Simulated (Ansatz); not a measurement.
Relaxing SrO in the rocksalt type

First guess:

```xyz
2
Lattice="0.0000 2.4990 2.4990 2.4990 0.0000 2.4990 2.4990 2.4990 0.0000" Properties=species:S:1:pos:R:3 pbc="T T T"
Sr    0.0000    0.0000    0.0000
O     2.4990    2.4990    2.4990
```

Computed with Ansatz 0.2.0, DFT, PBE, PAW with Ansatz's default frozen-core files, scalar-relativistic.

Cell and atoms relax within the symmetry of the start on a 13×13×13 k mesh with 0.03 eV Fermi–Dirac smearing.

The start is built from a prototype, known or not as a phase of this compound; the cutoff is 420 eV.

Question: What is the pressure of the first guess?

Answer: 12.73 GPa.

Question: What does it relax to?

Answer: a = 5.195 Å, b = 5.195 Å, c = 5.195 Å, α = 90.00°, β = 90.00°, γ = 90.00° (conventional cell), 17.52 Å³ per atom:
```xyz
2
Lattice="0.0000 2.5974 2.5974 2.5974 0.0000 2.5974 2.5974 2.5974 0.0000" Properties=species:S:1:pos:R:3 pbc="T T T"
Sr    0.0000    0.0000    0.0000
O     2.5974    2.5974    2.5974
```

Question: How much energy does the relaxation release?

Answer: 69 meV/atom.
